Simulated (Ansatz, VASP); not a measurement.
## Two plane-wave programs on ZnAu

```
CELL_PARAMETERS angstrom
3.11823 0.00000 0.00000
0.00000 3.11823 0.00000
0.00000 0.00000 3.11823
ATOMIC_POSITIONS crystal
Zn 0.50000 0.50000 0.50000
Au 0.00000 0.00000 0.00000
```

Change from the starting cell: volume scaled by 0.97, PAW files.

Alike in both runs: task electric field gradients; functional PBEsol; k mesh 13 × 13 × 13; occupations fermi-dirac, width 0.05 eV; no spin polarisation.

```csv
,VASP,Ansatz
version,VASP 6.6.1,Ansatz 0.2.0
potentials or method,"VASP PAW PBE potentials, release 64 (Zn, Au)","PAW with Ansatz's default frozen-core files, scalar-relativistic"
plane-wave cutoff (eV),520,420
valence electrons in the cell,23,31
```

```csv
,VASP,Ansatz,Ansatz less VASP
pressure (GPa),1.6,1.5,-0.19
Vzz of the field gradient on the site that differs most (V/Å²),0.0,0.0,0.00
```

The functional is the same, so the differences come from potentials, cutoffs and numerics. The two sets of potentials don't hold the same shells in valence. Ansatz warned: «gradients_without_spin_orbit».

Caveats: the PAW data sets were made with another functional, which shifts forces and pressure a little (VASP). Spin-orbit coupling is left out, which matters for the levels of Au.
